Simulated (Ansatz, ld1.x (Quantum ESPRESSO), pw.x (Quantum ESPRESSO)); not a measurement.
## What a changed setting does to a pw.x run (sc S)

Potential: norm-conserving Troullier–Martins (Kleinman–Bylander form), ld1.x (Quantum ESPRESSO) 7.5, PBE; core [Ne], reference 3s2 3p4; waves: 3p (bound): rc 1.15 bohr; 3d channel at 0.35 Ry: rc 1.05 bohr; 3s (bound): rc 1.35 bohr; local part: the s channel; core correction: none.

The reference run (k-mesh 13³, cutoffs 170/680 Ry, Fermi–Dirac 0.01 Ry, mixing_beta 0.4, conv_thr 1e-9, no spin) gives -0.83 GPa at 17.421 Å³/atom, where all-electron LAPW gives -0.69 GPa. This run, with its own iteration cap, changes degauss to 0.002.

```
&control
  calculation='scf', prefix='x', pseudo_dir='./', outdir='./tmp', tstress=.true., disk_io='none'
/
&system
  ibrav=0, nat=1, ntyp=1, ecutwfc=170, ecutrho=680, nbnd=10,
  occupations='smearing', smearing='fd', degauss=0.002
/
&electrons
  conv_thr=1e-09, mixing_beta=0.4, electron_maxstep=50
/
ATOMIC_SPECIES
S 1.0 S.UPF
CELL_PARAMETERS angstrom
  2.59233442 0.00000000 0.00000000
  0.00000000 2.59233442 0.00000000
  0.00000000 0.00000000 2.59233442
ATOMIC_POSITIONS crystal
S 0.0000 0.0000 0.0000
K_POINTS automatic
13 13 13 0 0 0
```

```bash
pw.x < S.scf.in > S.scf.out
```

Task: How does the run end?

Result: It converges in 6 iterations; the free energy moves by +13.8 meV/atom and the pressure by -0.08 GPa. In a metal, with Fermi–Dirac smearing, F lies below its zero-width value by a term in the square of the width.

```
Message from routine setup:
     using ibrav=0 with symmetry is DISCOURAGED, use correct ibrav instead
     lattice parameter (alat)  =       4.8988  a.u.
     unit-cell volume          =     117.5627 (a.u.)^3
     number of electrons       =         6.00
     number of Kohn-Sham states=           10
     kinetic-energy cutoff     =     170.0000  Ry
     charge density cutoff     =     680.0000  Ry
     scf convergence threshold =      1.0E-09
     Exchange-correlation= PBE
     number of k points=    84  Fermi-Dirac smearing, width (Ry)=  0.0020
     iteration #  1     ecut=   170.00 Ry     beta= 0.40
     total energy              =     -20.41377526 Ry
     estimated scf accuracy    <       0.00155514 Ry
     iteration #  2     ecut=   170.00 Ry     beta= 0.40
     total energy              =     -20.41394868 Ry
     estimated scf accuracy    <       0.00057785 Ry
     iteration #  3     ecut=   170.00 Ry     beta= 0.40
     total energy              =     -20.41396243 Ry
     estimated scf accuracy    <       0.00000120 Ry
     iteration #  4     ecut=   170.00 Ry     beta= 0.40
     total energy              =     -20.41396282 Ry
     estimated scf accuracy    <       0.00000002 Ry
     iteration #  5     ecut=   170.00 Ry     beta= 0.40
     total energy              =     -20.41396284 Ry
     estimated scf accuracy    <          5.2E-09 Ry
     iteration #  6     ecut=   170.00 Ry     beta= 0.40
     the Fermi energy is     8.2694 ev
!    total energy              =     -20.41396284 Ry
     estimated scf accuracy    <          1.6E-10 Ry
     smearing contrib. (-TS)   =      -0.00009178 Ry
     The total energy is F=E-TS. E is the sum of the following terms:
     one-electron contribution =       3.38377815 Ry
     hartree contribution      =       1.47204985 Ry
     xc contribution           =      -4.41915077 Ry
     ewald contribution        =     -20.85054829 Ry
     convergence has been achieved in   6 iterations
          total   stress  (Ry/bohr**3)                   (kbar)     P=       -9.11
     Message from routine punch:
     Nothing written, as per user request (disk_io='none')
```

The run took about 42 s on one core of a shared host (Neoverse-V1, 32 threads, 247 GiB, load 17).
